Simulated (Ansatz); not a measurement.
# Relaxing KF in the zincblende type

First guess:

```xyz
2
Lattice="0.0000 2.5884 2.5884 2.5884 0.0000 2.5884 2.5884 2.5884 0.0000" Properties=species:S:1:pos:R:3 pbc="T T T"
K     0.0000    0.0000    0.0000
F     1.2942    1.2942    1.2942
```

Theory: DFT, PBE, PAW with Ansatz's default frozen-core files, scalar-relativistic (Ansatz 0.2.0).

Cell and atoms relax within the symmetry of the start on a 11×11×11 k mesh with 0.05 eV Fermi–Dirac smearing.

The start is built from a prototype, known or not as a phase of this compound; the cutoff is 420 eV.

(1) What is the pressure of the first guess?

(2) What does it relax to?

(3) How much energy does the relaxation release?

## Answers

(1) 22.4 GPa.

(2) a = 5.950 Å, b = 5.950 Å, c = 5.950 Å, α = 90.00°, β = 90.00°, γ = 90.00° (conventional cell), 26.33 Å³ per atom:
Space group F-43m (No. 216). a = 5.950 Å, b = 5.950 Å, c = 5.950 Å, α = 90.00°, β = 90.00°, γ = 90.00°
| atom | site | symmetry | x | y | z |
| --- | --- | --- | --- | --- | --- |
| K | 4a | -43m | 0.0000 | 0.0000 | 0.0000 |
| F | 4d | -43m | 0.2500 | 0.2500 | 0.7500 |

(3) 426 meV/atom.
